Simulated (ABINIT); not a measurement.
BP, 2 atoms in the cell. The structure is cubic, space group F-43m (No. 216). Conventional cell: a = 4.538 Å, b = 4.538 Å, c = 4.538 Å, α = 90.00°, β = 90.00°, γ = 90.00°. Around P (site symmetry -43m) lie 4 B at 1.97 Å. Around B (site symmetry -43m) lie 4 P at 1.97 Å. 

* Program: ABINIT 10.8.3 (patched build)
* Task: band structure
* Functional: HCTH407
* Potentials or basis: PseudoDojo NC SR PBE v0.4.1 standard
* Cutoff: 1034 eV
* k mesh: 10 × 10 × 10
* Occupations: fermi-dirac, width 0.05 eV
* Spin: no spin polarisation

Potentials or basis: PseudoDojo NC SR PBE v0.4.1 standard.

Run with:

```console
$ abinit run.abi > log 2>&1
```

Hardware: 1 thread of Arm Neoverse V2, on a shared host.

Question: Estimate the wall time of this run.

Answer: Wall time 44 s on 1 thread of Arm Neoverse V2 (shared host), peak memory 0.11 GiB. Counts: scf iterations 10, k points 47, bands 8, plane waves 1784.
